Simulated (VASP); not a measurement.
# PbSe (Clausthalite) in VASP: single point with PBE

Aim: the single point of PbSe (Clausthalite) with PBE.

All numbers are computed with VASP 6.6.1; they aren't measurements. Logs are shortened: lines on timing, memory, paths and dates and some standing lists are left out, and cuts for length are marked.

## 1. Starting point

The cell holds a slab with vacuum, 6 atoms: a = 4.328 Å, b = 4.328 Å, c = 22.121 Å, α = 90.00°, β = 90.00°, γ = 90.00°.

## 2. Single point, PBE

INCAR

```
PREC = Accurate
ENCUT = 520
EDIFF = 1E-7
ISMEAR = 1
SIGMA = 0.1
LREAL = False
LASPH = True
NELM = 100
ALGO = Normal
ISIF = 2
LWAVE = False
LCHARG = True
LDIPOL = True
IDIPOL = 3
DIPOL = 0.5 0.5 0.500
GGA = PE
LELF = True
LVHAR = True
LVACPOTAV = True
NBANDS = 39
```

KPOINTS

```
regular mesh
0
Gamma
  3 3 1
```

POSCAR

```
PbSe
1.0
    4.3284127397      0.0000000000      0.0000000000
    0.0000000000      4.3284127397      0.0000000000
    0.0000000000      0.0000000000     22.1213000000
Pb Se
3 3
Direct
    0.0000000000      0.0000000000      0.3616423990
    0.5000000000      0.5000000000      0.5000000000
    0.0000000000      0.0000000000      0.6383576010
    0.5000000000      0.5000000000      0.3616423990
    0.0000000000      0.0000000000      0.5000000000
    0.5000000000      0.5000000000      0.6383576010
```

Potentials or basis: VASP PAW PBE potentials, release 64 (Pb_d, Se).

Run with:

```bash
$ cat potpaw_PBE.64/Pb_d/POTCAR potpaw_PBE.64/Se/POTCAR > POTCAR
$ mpirun -np 1 vasp_std > vasp.out
```

OUTCAR:

```text
PREC = Accurate
   ENCUT = 520
   EDIFF = 1E-7
   ISMEAR = 1
   LREAL = False
   LASPH = True
   NELM = 100
   ISIF = 2
   GGA = PE

 ion  position               nearest neighbor table
   1  0.000  0.000  0.362-   5 3.06   4 3.06   4 3.06   4 3.06   4 3.06
   2  0.500  0.500  0.500-   4 3.06   6 3.06   5 3.06   5 3.06   5 3.06   5 3.06
   3  0.000  0.000  0.638-   5 3.06   6 3.06   6 3.06   6 3.06   6 3.06
   4  0.500  0.500  0.362-   2 3.06   1 3.06   1 3.06   1 3.06   1 3.06
   5  0.000  0.000  0.500-   1 3.06   3 3.06   2 3.06   2 3.06   2 3.06   2 3.06
   6  0.500  0.500  0.638-   2 3.06   3 3.06   3 3.06   3 3.06   3 3.06

  LATTYP: Found a simple tetragonal cell.
 ALAT       =     4.3284127397
 C/A-ratio  =     5.1107187161

  Lattice vectors:

 A1 = (   4.3284127397,   0.0000000000,   0.0000000000)
 A2 = (   0.0000000000,   4.3284127397,   0.0000000000)
 A3 = (   0.0000000000,   0.0000000000,  22.1213000000)

Analysis of symmetry for initial positions (statically):
=====================================================================
 Subroutine PRICEL returns:
 Original cell was already a primitive cell.

 Routine SETGRP: Setting up the symmetry group for a
 simple tetragonal supercell.

 Subroutine GETGRP returns: Found 16 space group operations
 (whereof 16 operations were pure point group operations)
 out of a pool of 16 trial point group operations.

The static configuration has the point symmetry D_4h.

Analysis of symmetry for dynamics (positions and initial velocities):
=====================================================================
 Subroutine PRICEL returns:
 Original cell was already a primitive cell.

 Routine SETGRP: Setting up the symmetry group for a
 simple tetragonal supercell.

 Subroutine GETGRP returns: Found 16 space group operations
 (whereof 16 operations were pure point group operations)
 out of a pool of 16 trial point group operations.

The dynamic configuration has the point symmetry D_4h.

 Subroutine INISYM returns: Found 16 space group operations
 (whereof 16 operations are pure point group operations),
 and found     1 'primitive' translations

----------------------------------------------------------------------------------------

                                     Primitive cell

  volume of cell :     414.4460

  direct lattice vectors                    reciprocal lattice vectors
     4.328412740  0.000000000  0.000000000     0.231031572  0.000000000  0.000000000
     0.000000000  4.328412740  0.000000000     0.000000000  0.231031572  0.000000000
[... 80 lines left out ...]
   TEBEG  =    0.0;   TEEND  =   0.0 temperature during run
   PSTRESS=    0.0 pullay stress
   NELECT =      60.0000    total number of electrons
   NUPDOWN=      -1.0000    fix difference up-down
   EMIN   =  10.00;   EMAX   =-10.00  energy-range for DOS
   EFERMI =   0.00;   METHOD = LEGACY
   ISMEAR =     1;   SIGMA  =   0.10  broadening in eV -4-tet -1-fermi 0-gaus
   EFERMI_NEDOS =   21; number of points for ismear=-14 and -15
   IALGO  =     38    algorithm
   IMIX   =      4    mixing-type and parameters
     AMIX     =   0.40;   BMIX     =  1.00
     AMIX_MAG =   1.60;   BMIX_MAG =  1.00
  volume/ion in A,a.u.               =      69.07       466.14
  Fermi-wavevector in a.u.,A,eV,Ry     =   0.859612  1.624432 10.053796  0.738933
  Thomas-Fermi vector in A             =   1.976993
   LORBIT       =      0    0 simple, 1 ext, 2 COOP (PROOUT), +10 PAW based schemes
   GGA     = PE    functional components
   LHFCALC =     F    Hartree Fock is set to
   AEXX    =    0.0000 exact exchange contribution
   IVDW    =     0    specifies the selected vdW correction
   LEPSILON=     F    determine dielectric tensor
   LRPA    =     F    only Hartree local field effects (RPA)
 non-spin polarized calculation
 Methfessel and Paxton  Order N= 1 SIGMA  =   0.10
  energy-cutoff  :      520.00
  volume of cell :      414.45
 maximum number of plane-waves:     11182
   NGX = 17   NGY = 17   NGZ = 83

 dipolmoment           0.000000      0.000000      0.000000 electrons x Angstroem

 number of electron      60.0000013 magnetization

 dipolmoment           0.000000      0.000000     -0.000000 electrons x Angstroem

 Free energy of the ion-electron system (eV)
  ---------------------------------------------------
  ext. energy  EPLUGINS =         0.00000000
  ---------------------------------------------------
  free energy    TOTEN  =       -24.29363840 eV

  energy without entropy =      -24.29621525  energy(sigma->0) =      -24.29449735

 E-fermi :  -0.8361     XC(G=0):  -4.5272

 val. band max:       -0.9202618981   @ k =   0.3333   0.0000   0.0000
 cond. band min:       0.6761852094   @ k =   0.3333   0.0000   0.0000
 fundamental gap:      1.5964471075
 Fermi energy:        -0.8360736765

 k-point     1 :       0.0000    0.0000    0.0000
  band No.  band energies     occupation
      1     -17.4132      2.00000
      2     -17.3985      2.00000
      3     -17.3170      2.00000
      4     -17.3170      2.00000
      5     -17.3164      2.00000
      6     -17.3164      2.00000
[... 115 lines left out ...]
     38       4.4646      0.00000
     39       5.0137      0.00000

------------------------ aborting loop because EDIFF is reached ----------------------------------------

  FORCE on cell =-STRESS in cart. coord.  units (eV):
  Direction    XX          YY          ZZ          XY          YZ          ZX
  --------------------------------------------------------------------------------------
  -------------------------------------------------------------------------------------
  Total       -0.1082313     -0.1082313     -0.3523599      0.0000000      0.0000000      0.0000000
  in kB       -0.4184036     -0.4184036     -1.3621632      0.0000000      0.0000000      0.0000000
  external PRESSURE =      -0.7329901 kB  Pullay stress =       0.0000000 kB

 VOLUME and BASIS-vectors are now :
 -----------------------------------------------------------------------------
  energy-cutoff  :      520.00
  volume of cell :      414.45
      direct lattice vectors                 reciprocal lattice vectors
     4.328412740  0.000000000  0.000000000     0.231031572  0.000000000  0.000000000
     0.000000000  4.328412740  0.000000000     0.000000000  0.231031572  0.000000000
     0.000000000  0.000000000 22.121300000     0.000000000  0.000000000  0.045205300

 POSITION                                       TOTAL-FORCE (eV/Angst)
 -----------------------------------------------------------------------------------
      0.00000      0.00000      8.00000         0.000000     -0.000000      0.198691
      2.16421      2.16421     11.06065        -0.000000     -0.000000     -0.000000
      0.00000      0.00000     14.12130        -0.000000      0.000000     -0.198691
      2.16421      2.16421      8.00000        -0.000000      0.000000     -0.148468
      0.00000      0.00000     11.06065        -0.000000     -0.000000     -0.000000
      2.16421      2.16421     14.12130        -0.000000      0.000000      0.148468
 -----------------------------------------------------------------------------------
    total drift:                                0.000000      0.000000     -0.000000

  FREE ENERGIE OF THE ION-ELECTRON SYSTEM (eV)
  ---------------------------------------------------
  free  energy   TOTEN  =       -24.2936384050 eV

  energy  without entropy=      -24.2962152518  energy(sigma->0) =      -24.29449735

 vacuum level on the upper side and lower side of the slab         3.797         3.797
```

OSZICAR:

```text
N       E                     dE             d eps       ncg     rms          rms(c)
DAV:   1     0.600310280393E+03    0.60031E+03   -0.25072E+04   242   0.130E+03
DAV:   2     0.479356075766E+02   -0.55237E+03   -0.53601E+03   263   0.350E+02
DAV:   3    -0.220747670280E+02   -0.70010E+02   -0.69203E+02   300   0.158E+02
[... 16 lines left out ...]
DAV:  20    -0.242936331818E+02   -0.11200E-04   -0.71052E-07   215   0.220E-03    0.376E-04
DAV:  21    -0.242936374748E+02   -0.42930E-05   -0.31349E-07   215   0.114E-03    0.163E-04
DAV:  22    -0.242936380053E+02   -0.53047E-06   -0.17923E-08   199   0.529E-04    0.612E-05
DAV:  23    -0.242936383799E+02   -0.37465E-06   -0.14743E-08   199   0.268E-04    0.321E-05
DAV:  24    -0.242936384050E+02   -0.25034E-07   -0.41496E-10   190   0.180E-04
   1 F= -.24293638E+02 E0= -.24294497E+02  d E =0.257685E-02
```

It took 2 min on 1 thread of Intel Xeon Platinum 8559C (Emerald Rapids), shared host; peak memory 0.43 GiB.

What came out:

* Free energy: -24.2936 eV
* Largest force: 0.199 eV/Å
* Band gap on the k mesh: 1.60 eV, direct
* Ionisation potential of the upper face: 4.72 eV

Forces on the atoms (eV/Å):
```
Pb   0.000  0.000  0.199
Pb   0.000  0.000  0.000
Pb   0.000  0.000 -0.199
Se   0.000  0.000 -0.148
Se   0.000  0.000  0.000
Se   0.000  0.000  0.148
```

Caveat: the k mesh is coarse (spacing up to 0.48 Å⁻¹), so the values aren't converged; spin-orbit coupling is left out, which as a rule narrows the gap of such compounds by several tenths of an eV.
